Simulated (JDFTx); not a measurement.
BaH2, 6 atoms in the cell. Symmetry: P6_3/mmc, No. 194, hexagonal system. Conventional cell: a = 4.462 Å, b = 4.462 Å, c = 6.055 Å, α = 90.00°, β = 90.00°, γ = 120.00°. Ba (site symmetry -6m2) is surrounded by 3 H at 2.58 Å. H (site symmetry -3m) has 6 Ba at 2.99 Å and 8 H at 2.99 to 3.03 Å as nearest neighbours. H (site symmetry -6m2) is surrounded by 3 Ba at 2.58 Å. The cell comes from a database or a generator and needn't be the stable form of this composition.

| Item | Value |
| --- | --- |
| Program | JDFTx 1.7.0 (patched build) |
| Task | band structure |
| Functional | PBEsol |
| Potentials or basis | PseudoDojo-SR-PBEsol-0.4.1-standard with smoothed tails |
| Cutoff | 980 eV |
| Density cutoff | 7837 eV |
| k mesh | 7 × 7 × 5 |
| Occupations | fermi-dirac, width 0.05 eV |
| Spin | no spin polarisation |
| Band ratio of the Davidson solver | 1.3 |
| Local potential set to -Z/r beyond | 6 bohr |
| Bands | 18 |
| Density cutoff over wavefunction cutoff | 8 |
| Max SCF steps | 30 |
| SCF threshold on the energy | 1e-06 Ha |
| Solver of the electrons | minimize |
| Further solve for the empty bands | no |
| Start | density of an earlier self-consistent run, held fixed |
| Path | G-M-K-G-A-L-H-A-L-M-K-H |

Potentials or basis: PseudoDojo-SR-PBEsol-0.4.1-standard with smoothed tails.

The run is started by

```bash
$ jdftx -c 1 -i bands.in -o bands.out
```

Hardware: 1 thread of Arm Neoverse V1 (shared host).

Q: How long does it take, and how much memory?

A: It took 100 s on 1 thread of Arm Neoverse V1, with other jobs on the host, peak memory 0.2 GiB. Counts: scf iterations 0, bands 18, plane waves 7269.
